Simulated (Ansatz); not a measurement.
# Cu16 slab: levels of theory

Aim: for Cu16 slab, compare levels of theory; the runs are relaxing the atoms and single point.

Program: Ansatz 0.2.0. Level of theory: DFT PBE, scalar-relativistic, plane waves, PAW, and further levels as typed in the inputs. These are calculated values, not measurements.

## Step 1: The structure to begin with

It takes space group P-3m1 (No. 164, trigonal). The conventional cell has a = 2.556 Å, b = 2.556 Å, c = 24.261 Å, α = 90.00°, β = 90.00°, γ = 120.00°. Cu (site symmetry 3m) is surrounded by 9 Cu at 2.56 Å. Cu (site symmetry 3m) is surrounded by 12 Cu at 2.56 Å.

Coordinates:

```cif
data_structure
_symmetry_space_group_name_H-M 'P 1'
_symmetry_Int_Tables_number 1
_cell_length_a 5.1124
_cell_length_b 5.1124
_cell_length_c 24.2614
_cell_angle_alpha 90.000
_cell_angle_beta 90.000
_cell_angle_gamma 60.000
_cell_volume 549.15
loop_
_atom_site_label
_atom_site_type_symbol
_atom_site_fract_x
_atom_site_fract_y
_atom_site_fract_z
_atom_site_occupancy
Cu1 Cu 0.00000 0.00000 0.37096 1
Cu2 Cu 0.50000 0.00000 0.37096 1
Cu3 Cu 0.00000 0.50000 0.37096 1
Cu4 Cu 0.50000 0.50000 0.37096 1
Cu5 Cu 0.16667 0.16667 0.45699 1
Cu6 Cu 0.66667 0.16667 0.45699 1
Cu7 Cu 0.16667 0.66667 0.45699 1
Cu8 Cu 0.66667 0.66667 0.45699 1
Cu9 Cu 0.83333 0.33333 0.54301 1
Cu10 Cu 0.33333 0.33333 0.54301 1
Cu11 Cu 0.83333 0.83333 0.54301 1
Cu12 Cu 0.33333 0.83333 0.54301 1
Cu13 Cu 0.00000 0.00000 0.62904 1
Cu14 Cu 0.50000 0.00000 0.62904 1
Cu15 Cu 0.00000 0.50000 0.62904 1
Cu16 Cu 0.50000 0.50000 0.62904 1
```

## Step 2: Relaxing the atoms: Cu16 slab, no spin

input.yaml

```yaml
crystal:
  lattice:
    - [5.112382028, 0.0, 0.0]
    - [2.556191014, 4.4274527101, 0.0]
    - [0.0, 0.0, 24.2613636694]
  atoms:
    - { symbol: Cu, position: [0.0, 0.0, 0.3709601868] }
    - { symbol: Cu, position: [0.5, 0.0, 0.3709601868] }
    - { symbol: Cu, position: [0.0, 0.5, 0.3709601868] }
    - { symbol: Cu, position: [0.5, 0.5, 0.3709601868] }
    - { symbol: Cu, position: [0.1666666667, 0.1666666667, 0.4569867289] }
    - { symbol: Cu, position: [0.6666666667, 0.1666666667, 0.4569867289] }
    - { symbol: Cu, position: [0.1666666667, 0.6666666667, 0.4569867289] }
    - { symbol: Cu, position: [0.6666666667, 0.6666666667, 0.4569867289] }
    - { symbol: Cu, position: [-0.1666666667, 0.3333333333, 0.5430132711] }
    - { symbol: Cu, position: [0.3333333333, 0.3333333333, 0.5430132711] }
    - { symbol: Cu, position: [-0.1666666667, 0.8333333333, 0.5430132711] }
    - { symbol: Cu, position: [0.3333333333, 0.8333333333, 0.5430132711] }
    - { symbol: Cu, position: [0.0, 0.0, 0.6290398132] }
    - { symbol: Cu, position: [0.5, 0.0, 0.6290398132] }
    - { symbol: Cu, position: [0.0, 0.5, 0.6290398132] }
    - { symbol: Cu, position: [0.5, 0.5, 0.6290398132] }
scf:
  occupations: { method: gaussian, width: 0.1 }
output:
  forces: true
  write_density: true
  write_potential: true
  elf: true
  volumetric_format: npy
hamiltonian:
  xc: pbe
kpoints:
  mp_grid: { grid: [6, 6, 1] }
efield:
  axis: 3
  dipole_correction: true
relax:
  f_tol: 0.02
  max_steps: 80
  constraints: [{ sites: [0, 1, 2, 3, 4, 5, 6, 7] }]
```

Run with:

```
$ ansatz run input.yaml --threads 8 --pin off --max-ram 12288MiB --backend cpu --events-out ev --progress --plain --runs-dir out
```

Standard output, cut to the lines that bear on the results:

```text
Warning: RAYON_NUM_THREADS=8 ignored (pool sized by the plan → 8); use --threads N
[...]
Pseudopotentials: kind: paw
Pseudopotential: Cu, paw, valence charge 19, recommended cutoff 420 eV (normal), Cu.paw.azcp
Functional definition: PBE
[...]
Crystal: 16 atoms, lattice volume = 549.152 Å³
Basis set: ecut = 420 eV, 10803 PW (Γ), exchange–correlation on 72×72×360 points (8 copies of the dense FFT grid, shifted against one another)
Bands: 183, of which v1, the nominal top of the filled ones, is band 152 counted from 1 (151 counted from 0)
Symmetry: 24 space group operations
k-points: 7 of 36 (time reversal used)
[...]
SCF iter   1: F=—  HF=-105999.047445 eV  |F-HF|=—  |Δ(HF+E_count)|=         —  Δρ=1.55e-3  dr2=2.09e-2  ethr=1.77e-3  p=-0.000 e·Å  D=-4.87e-14 V/Å  ΔV_dip=0.00 eV  dr2_dipole=8.57e-8  V_vac-E_F(+/−)=4.80/4.80 eV  ⟨swp⟩=6.0  Hψ=5032  notcnv=0  defer=83
[...]
relax step   1: F+E_penalty+E_count = -105999.06911351 eV  Δ(F+E_penalty+E_count) = +0.000e0 eV  max|allowed force component| = 4.568e-2 eV/Å  Δτ_max = 0.0000 Å  (7 SCF iters, dr2 threshold 1.00e-5 eV, accepted)
[...]
relax step   2: F+E_penalty+E_count = -105999.07089000 eV  Δ(F+E_penalty+E_count) = -1.776e-3 eV  max|allowed force component| = 2.832e-2 eV/Å  Δτ_max = 0.0106 Å  (8 SCF iters, accepted)
[...]
relax step   3: F+E_penalty+E_count = -105999.07187240 eV  Δ(F+E_penalty+E_count) = -9.824e-4 eV  max|allowed force component| = 6.319e-4 eV/Å  Δτ_max = 0.0160 Å  (9 SCF iters, accepted)
NSCF: frozen V_eff on 7 k-points
[...]
WARN: The input density's exchange-correlation potential varies sharply where the density is thin. Do not read a vacuum level from v_tot or v_xc, or from such a field of the output density. On a cell that repeats whose density bears no net charge and no dipole along the vacuum's axis use [...]
  atom   3  Cu    -0.00000000    -0.00000000     0.04370422
  atom   4  Cu     0.00000000    -0.00000000     0.04370422
  atom   5  Cu    -0.00000000    -0.00000000    -0.04453394
  atom   6  Cu     0.00000000    -0.00000000    -0.04453394
  atom   7  Cu    -0.00000000    -0.00000000    -0.04453394
  atom   8  Cu    -0.00000000    -0.00000000    -0.04453394
[...]
--- Band table (eV; the first three rows and the last of 7) ---
[...]
--- Relaxed structure (3 steps of the walk, 3 accepted, 0 SCFs on fresh bases) ---
  F+E_penalty+E_count = -105999.07187240 eV   max|allowed force component| = 6.319e-4 eV/Å
  atoms:
    - { symbol: Cu, position: [0.0, 0.0, 0.37096018680000004] }
    - { symbol: Cu, position: [0.5, 0.0, 0.37096018680000004] }
    - { symbol: Cu, position: [0.0, 0.5, 0.37096018680000004] }
    - { symbol: Cu, position: [0.5000000000000001, 0.5, 0.37096018680000004] }
    - { symbol: Cu, position: [0.16666666666666663, 0.16666666666666666, 0.4569867289000001] }
    - { symbol: Cu, position: [0.6666666666666666, 0.16666666666666666, 0.4569867289000001] }
    - { symbol: Cu, position: [0.16666666666666663, 0.6666666666666667, 0.4569867289000001] }
    - { symbol: Cu, position: [0.6666666666666666, 0.6666666666666667, 0.4569867289000001] }
    - { symbol: Cu, position: [-0.16666666666666674, 0.3333333333333334, 0.5424257440661656] }
    - { symbol: Cu, position: [0.33333333333333326, 0.3333333333333334, 0.5424257440661656] }
    - { symbol: Cu, position: [-0.16666666666666674, 0.8333333333333334, 0.5424257440661656] }
    - { symbol: Cu, position: [0.3333333333333334, 0.8333333333333334, 0.5424257440661656] }
    - { symbol: Cu, position: [-5.766486156000454e-19, 2.3199855633995956e-34, 0.6279453299598864] }
    - { symbol: Cu, position: [0.5, 0.0, 0.6279453299598864] }
    - { symbol: Cu, position: [0.0, 0.5, 0.6279453299598864] }
    - { symbol: Cu, position: [0.5000000000000001, 0.5, 0.6279453299598864] }
```

Run time: 60 s. Hardware: 8 threads of Arm Neoverse N1, shared host; peak memory 3.7 GiB.

The steps of the relaxation:

```csv
step,energy from step 1 (eV/cell),largest force component (eV/Å)
1,0.0000,0.0457
2,-0.0018,0.0283
3,-0.0028,0.0006
```

Step 1 is the start.

The cell repeats along c, and a dipole correction in the vacuum removes the field between the copies.

Atoms 1, 2, 3, 4, 5, 6, 7, 8, counted from 1, stay fixed.

Density in a lattice plane of the grid's cell (edges 5.11 and 24.26 Å, at 0.000 of the third edge), which holds Cu.

Values in e/Å³, 12 rows by 6 columns:
```
0.00 0.00 0.00 0.00 0.00 0.00
0.00 0.00 0.00 0.00 0.00 0.00
0.00 0.00 0.00 0.00 0.00 0.00
0.48 0.14 0.14 0.48 0.14 0.14
0.31 0.23 0.23 0.31 0.23 0.23
0.12 0.23 0.23 0.12 0.23 0.23
0.28 0.23 0.23 0.28 0.23 0.23
0.55 0.15 0.15 0.55 0.15 0.15
0.00 0.00 0.00 0.00 0.00 0.00
0.00 0.00 0.00 0.00 0.00 0.00
0.00 0.00 0.00 0.00 0.00 0.00
0.00 0.00 0.00 0.00 0.00 0.00
```
Columns run along the first of these edges and rows up along the second, over one cell in 6 and 12 even steps from the bottom left corner. Atoms in the plane (fractional): Cu at (0.00, 0.37), Cu at (0.50, 0.37), Cu at (1.00, 0.63), Cu at (0.50, 0.63).

ELF in the same plane.

Ten even steps from ' ' (0.00) to '@' (0.38):
```
            
            
            
            
            
::----::----
@@====@@====
**====**====
##====##====
************
##====##====
**====**====
@@====@@====
::----::----
            
            
            
            
            
            
```
Columns run along the first of these edges and rows up along the second, over one cell in 6 and 20 even steps from the bottom left corner. Atoms in the plane (fractional): Cu at (0.00, 0.37), Cu at (0.50, 0.37), Cu at (1.00, 0.63), Cu at (0.50, 0.63).

Both are smooth fields of the valence electrons: close to the nuclei they are not physical.

## Step 3: Single point: LDA

It takes the final geometry of step 2.

input.yaml

```yaml
crystal:
  lattice:
    - [5.112382028, 0.0, 0.0]
    - [2.556191014, 4.4274527101, 0.0]
    - [0.0, 0.0, 24.2613636694]
  atoms:
    - { symbol: Cu, position: [0.0, 0.0, 0.3709601868] }
    - { symbol: Cu, position: [0.5, 0.0, 0.3709601868] }
    - { symbol: Cu, position: [0.0, 0.5, 0.3709601868] }
    - { symbol: Cu, position: [0.5, 0.5, 0.3709601868] }
    - { symbol: Cu, position: [0.1666666667, 0.1666666667, 0.4569867289] }
    - { symbol: Cu, position: [0.6666666667, 0.1666666667, 0.4569867289] }
    - { symbol: Cu, position: [0.1666666667, 0.6666666667, 0.4569867289] }
    - { symbol: Cu, position: [0.6666666667, 0.6666666667, 0.4569867289] }
    - { symbol: Cu, position: [-0.1666666667, 0.3333333333, 0.5424257441] }
    - { symbol: Cu, position: [0.3333333333, 0.3333333333, 0.5424257441] }
    - { symbol: Cu, position: [-0.1666666667, 0.8333333333, 0.5424257441] }
    - { symbol: Cu, position: [0.3333333333, 0.8333333333, 0.5424257441] }
    - { symbol: Cu, position: [0.0, 0.0, 0.62794533] }
    - { symbol: Cu, position: [0.5, 0.0, 0.62794533] }
    - { symbol: Cu, position: [0.0, 0.5, 0.62794533] }
    - { symbol: Cu, position: [0.5, 0.5, 0.62794533] }
scf:
  occupations: { method: gaussian, width: 0.1 }
output:
  forces: true
hamiltonian:
  xc: lda
kpoints:
  mp_grid: { grid: [6, 6, 1] }
efield:
  axis: 3
  dipole_correction: true
```

Run with:

```
$ ansatz run input.yaml --threads 8 --pin off --max-ram 12288MiB --backend cpu --events-out ev --progress --plain --runs-dir out
```

Standard output, cut to the lines that bear on the results:

```text
Warning: RAYON_NUM_THREADS=8 ignored (pool sized by the plan → 8); use --threads N
[...]
[... 2 set-up lines as earlier in the session ...]
Functional definition: SPW92
[...]
Crystal: 16 atoms, lattice volume = 549.152 Å³
Basis set: ecut = 420 eV, 10803 PW (Γ)
Bands: 169, of which v1, the nominal top of the filled ones, is band 152 counted from 1 (151 counted from 0)
[... 1 set-up line as earlier in the session ...]
Space group: P3m1 (ITA 156), of the structure as read, at distance tolerance 8.2e-5 Å
k-points: 7 of 36 (time reversal used)
[...]
SCF iter   1: F=—  HF=-104885.911172 eV  |F-HF|=—  |Δ(HF+E_count)|=         —  Δρ=1.37e-2  dr2=4.90e-1  ethr=1.77e-3  p=0.001 e·Å  D=2.26e-4 V/Å  ΔV_dip=-0.01 eV  dr2_dipole=5.61e-6  V_vac-E_F(+/−)=5.13/5.14 eV  ⟨swp⟩=6.1  Hψ=4710  notcnv=0  defer=13
[...]
SCF converged after 10 iterations
Free energy (F): -104885.806958 eV
[...]
E sigma→0 (E₀):  -104885.788578 eV
Entropy (-TS):   -0.036760 eV (-2.297 meV/atom)
Fermi energy:    2.242898 eV
Dipole field:    D = 0.000223 V/Å  (p = 0.000678 e·Å, saw-weighted, corrected)
Work function:   Φ+ = 5.1753 eV   Φ− = 5.1807 eV
Levels:          The Fermi level and band energies are counted from a zero that moves with the ramp; work functions are not
[...]
--- Forces (eV/Å), atoms counted from 1 ---
  atom   1  Cu     0.00000000    -0.00000000     0.54544374
  atom   2  Cu     0.00000000    -0.00000000     0.54544374
  atom   3  Cu     0.00000000    -0.00000000     0.54544374
  atom   4  Cu     0.00000000    -0.00000000     0.54544374
  atom   5  Cu    -0.00000000    -0.00000000    -0.02842119
  atom   6  Cu    -0.00000000    -0.00000000    -0.02842119
  atom   7  Cu    -0.00000000    -0.00000000    -0.02842119
  atom   8  Cu    -0.00000000    -0.00000000    -0.02842119
[...]
```

It took 16 s on 8 threads of Arm Neoverse N1, shared host; peak memory 2.7 GiB.

## Step 4: Single point: RPBE

It takes the final geometry of step 2.

Changes to input.yaml since step 3:

```diff
@@ -27,3 +27,3 @@
 hamiltonian:
-  xc: lda
+  xc: rpbe
 kpoints:
```

Run with:

```
$ ansatz run input.yaml --threads 8 --pin off --max-ram 12288MiB --backend cpu --events-out ev --progress --plain --runs-dir out
```

Standard output, cut to the lines that bear on the results:

```text
Warning: RAYON_NUM_THREADS=8 ignored (pool sized by the plan → 8); use --threads N
[...]
[... 2 set-up lines as earlier in the session ...]
Functional definition: RPBE
[...]
Crystal: 16 atoms, lattice volume = 549.152 Å³
Basis set: ecut = 420 eV, 10803 PW (Γ), exchange–correlation on 72×72×360 points (8 copies of the dense FFT grid, shifted against one another)
Bands: 169, of which v1, the nominal top of the filled ones, is band 152 counted from 1 (151 counted from 0)
[... 2 set-up lines as earlier in the session ...]
k-points: 7 of 36 (time reversal used)
[...]
SCF converged after 9 iterations
Free energy (F): -106082.605589 eV
[...]
E sigma→0 (E₀):  -106082.587960 eV
Entropy (-TS):   -0.035259 eV (-2.204 meV/atom)
Fermi energy:    2.799735 eV
Dipole field:    D = 0.000234 V/Å  (p = 0.000711 e·Å, saw-weighted, corrected)
Work function:   Φ+ = 4.6423 eV   Φ− = 4.6480 eV
Levels:          The Fermi level and band energies are counted from a zero that moves with the ramp; work functions are not
[...]
--- Forces (eV/Å), atoms counted from 1 ---
  atom   1  Cu    -0.00000000    -0.00000000    -0.12818959
  atom   2  Cu    -0.00000000    -0.00000000    -0.12818959
  atom   3  Cu    -0.00000000    -0.00000000    -0.12818959
  atom   4  Cu    -0.00000000    -0.00000000    -0.12818959
  atom   5  Cu    -0.00000000    -0.00000000    -0.04913265
  atom   6  Cu    -0.00000000    -0.00000000    -0.04913265
  atom   7  Cu    -0.00000000    -0.00000000    -0.04913265
  atom   8  Cu    -0.00000000    -0.00000000    -0.04913265
[...]
```

Run time: 16 s. Hardware: 8 threads of Arm Neoverse N1, shared host; peak memory 2.8 GiB.

## Step 5: Single point: revPBE

It takes the final geometry of step 2.

Changes to input.yaml since step 4:

```diff
@@ -27,3 +27,3 @@
 hamiltonian:
-  xc: rpbe
+  xc: revpbe
 kpoints:
```

Run with:

```
$ ansatz run input.yaml --threads 8 --pin off --max-ram 12288MiB --backend cpu --events-out ev --progress --plain --runs-dir out
```

Standard output, cut to the lines that bear on the results:

```text
Warning: RAYON_NUM_THREADS=8 ignored (pool sized by the plan → 8); use --threads N
[...]
[... 2 set-up lines as earlier in the session ...]
Functional definition: revPBE
[...]
Crystal: 16 atoms, lattice volume = 549.152 Å³
Basis set: ecut = 420 eV, 10803 PW (Γ), exchange–correlation on 72×72×360 points (8 copies of the dense FFT grid, shifted against one another)
Bands: 169, of which v1, the nominal top of the filled ones, is band 152 counted from 1 (151 counted from 0)
[... 2 set-up lines as earlier in the session ...]
k-points: 7 of 36 (time reversal used)
[...]
SCF converged after 9 iterations
Free energy (F): -106058.634077 eV
[...]
E sigma→0 (E₀):  -106058.616434 eV
Entropy (-TS):   -0.035285 eV (-2.205 meV/atom)
Fermi energy:    2.769162 eV
Dipole field:    D = 0.000225 V/Å  (p = 0.000684 e·Å, saw-weighted, corrected)
Work function:   Φ+ = 4.6651 eV   Φ− = 4.6705 eV
Levels:          The Fermi level and band energies are counted from a zero that moves with the ramp; work functions are not
[...]
--- Forces (eV/Å), atoms counted from 1 ---
  atom   1  Cu    -0.00000000    -0.00000000    -0.08087328
  atom   2  Cu     0.00000000    -0.00000000    -0.08087328
  atom   3  Cu    -0.00000000    -0.00000000    -0.08087328
  atom   4  Cu    -0.00000000    -0.00000000    -0.08087328
  atom   5  Cu    -0.00000000    -0.00000000    -0.04753252
  atom   6  Cu    -0.00000000    -0.00000000    -0.04753252
  atom   7  Cu    -0.00000000    -0.00000000    -0.04753252
  atom   8  Cu    -0.00000000    -0.00000000    -0.04753252
[...]
```

It took 16 s on 8 threads of Arm Neoverse N1, shared host; peak memory 2.8 GiB.

## Step 6: Single point: PBE+D3(BJ)

It takes the final geometry of step 2.

Changes to input.yaml since step 5:

```diff
@@ -27,3 +27,4 @@
 hamiltonian:
-  xc: revpbe
+  xc: pbe
+  dispersion: d3bj
 kpoints:
```

Run with:

```
$ ansatz run input.yaml --threads 8 --pin off --max-ram 12288MiB --backend cpu --events-out ev --progress --plain --runs-dir out
```

Standard output, cut to the lines that bear on the results:

```text
Warning: RAYON_NUM_THREADS=8 ignored (pool sized by the plan → 8); use --threads N
[...]
[... 3 set-up lines as earlier in the session ...]
[...]
Crystal: 16 atoms, lattice volume = 549.152 Å³
Basis set: ecut = 420 eV, 10803 PW (Γ), exchange–correlation on 72×72×360 points (8 copies of the dense FFT grid, shifted against one another)
Bands: 169, of which v1, the nominal top of the filled ones, is band 152 counted from 1 (151 counted from 0)
[... 2 set-up lines as earlier in the session ...]
k-points: 7 of 36 (time reversal used)
[...]
SCF converged after 10 iterations
Free energy (F): -106005.947869 eV
[...]
E sigma→0 (E₀):  -106005.929873 eV
Entropy (-TS):   -0.035991 eV (-2.249 meV/atom)
Fermi energy:    2.633854 eV
Dipole field:    D = 0.000216 V/Å  (p = 0.000656 e·Å, saw-weighted, corrected)
Work function:   Φ+ = 4.8143 eV   Φ− = 4.8196 eV
Levels:          The Fermi level and band energies are counted from a zero that moves with the ramp; work functions are not
[...]
--- Forces (eV/Å), atoms counted from 1 ---
  atom   1  Cu     0.00000000    -0.00000000     0.20127284
  atom   2  Cu     0.00000000    -0.00000000     0.20127284
  atom   3  Cu     0.00000000    -0.00000000     0.20127284
  atom   4  Cu     0.00000000    -0.00000000     0.20127284
  atom   5  Cu    -0.00000000    -0.00000000     0.03178531
  atom   6  Cu     0.00000000    -0.00000000     0.03178531
  atom   7  Cu    -0.00000000    -0.00000000     0.03178531
  atom   8  Cu    -0.00000000    -0.00000000     0.03178531
[...]
```

Run time: 16 s. Hardware: 8 threads of Arm Neoverse N1, shared host; peak memory 2.8 GiB.

## Step 7: Single point: r2SCAN

It takes the final geometry of step 2.

Changes to input.yaml since step 6:

```diff
@@ -27,4 +27,3 @@
 hamiltonian:
-  xc: pbe
-  dispersion: d3bj
+  xc: r2scan
 kpoints:
```

Run with:

```
$ ansatz run input.yaml --threads 8 --pin off --max-ram 12288MiB --backend cpu --events-out ev --progress --plain --runs-dir out
```

Standard output, cut to the lines that bear on the results:

```text
[...]
SCF converged after 11 iterations
Free energy (F): -106095.277727 eV
[...]
E sigma→0 (E₀):  -106095.261199 eV
Entropy (-TS):   -0.033056 eV (-2.066 meV/atom)
Fermi energy:    2.538235 eV
Dipole field:    D = 0.000241 V/Å  (p = 0.000731 e·Å, saw-weighted, corrected)
Work function:   Φ+ = 4.8444 eV   Φ− = 4.8503 eV
Levels:          The Fermi level and band energies are counted from a zero that moves with the ramp; work functions are not
[...]
--- Forces (eV/Å), atoms counted from 1 ---
  atom   1  Cu     0.00000000    -0.00000000     0.29018821
  atom   2  Cu     0.00000000    -0.00000000     0.29018821
  atom   3  Cu     0.00000000    -0.00000000     0.29018821
  atom   4  Cu     0.00000000    -0.00000000     0.29018821
  atom   5  Cu    -0.00000000    -0.00000000    -0.04430712
  atom   6  Cu     0.00000000    -0.00000000    -0.04430712
  atom   7  Cu    -0.00000000    -0.00000000    -0.04430712
  atom   8  Cu     0.00000000     0.00000000    -0.04430712
[...]
```

It took 37 s on 8 threads of Arm Neoverse N1, shared host; peak memory 4.3 GiB.

## Step 8: Single point: r2SCAN+rVV10

It takes the final geometry of step 2.

Changes to input.yaml since step 7:

```diff
@@ -28,2 +28,3 @@
   xc: r2scan
+  dispersion: rvv10
 kpoints:
```

Run with:

```
$ ansatz run input.yaml --threads 8 --pin off --max-ram 12288MiB --backend cpu --events-out ev --progress --plain --runs-dir out
```

Standard output, cut to the lines that bear on the results:

```text
[...]
SCF converged after 11 iterations
Free energy (F): -106077.850431 eV
[...]
E sigma→0 (E₀):  -106077.833697 eV
Entropy (-TS):   -0.033468 eV (-2.092 meV/atom)
Fermi energy:    2.488539 eV
Dipole field:    D = 0.000230 V/Å  (p = 0.000697 e·Å, saw-weighted, corrected)
Work function:   Φ+ = 4.9169 eV   Φ− = 4.9225 eV
Levels:          The Fermi level and band energies are counted from a zero that moves with the ramp; work functions are not
[...]
--- Forces (eV/Å), atoms counted from 1 ---
  atom   1  Cu     0.00000000    -0.00000000     0.34122877
  atom   2  Cu     0.00000000    -0.00000000     0.34122877
  atom   3  Cu     0.00000000    -0.00000000     0.34122877
  atom   4  Cu     0.00000000    -0.00000000     0.34122877
  atom   5  Cu    -0.00000000    -0.00000000    -0.03369787
  atom   6  Cu    -0.00000000    -0.00000000    -0.03369787
  atom   7  Cu     0.00000000    -0.00000000    -0.03369787
  atom   8  Cu    -0.00000000    -0.00000000    -0.03369787
[...]
```

Wall time 40 s (8 threads of Arm Neoverse N1, shared host); peak memory 4.8 GiB.

## Step 9: Summary of results

```
step         level  energy (eV)  gap on the mesh (eV)  time
   2           PBE  -105999.054                  0.00  60 s
   3           LDA  -104885.789                   n/a  16 s
   4          RPBE  -106082.588                   n/a  16 s
   5        revPBE  -106058.616                   n/a  16 s
   6    PBE+D3(BJ)  -106005.930                   n/a  16 s
   7        r2SCAN  -106095.261                   n/a  37 s
   8  r2SCAN+rVV10  -106077.834                   n/a  40 s
```

Totals of different systems or levels have different zeros; only balanced differences at one level mean anything.

**Reading.** The rows set the runs side by side; convergence of the settings was not tested in this session.
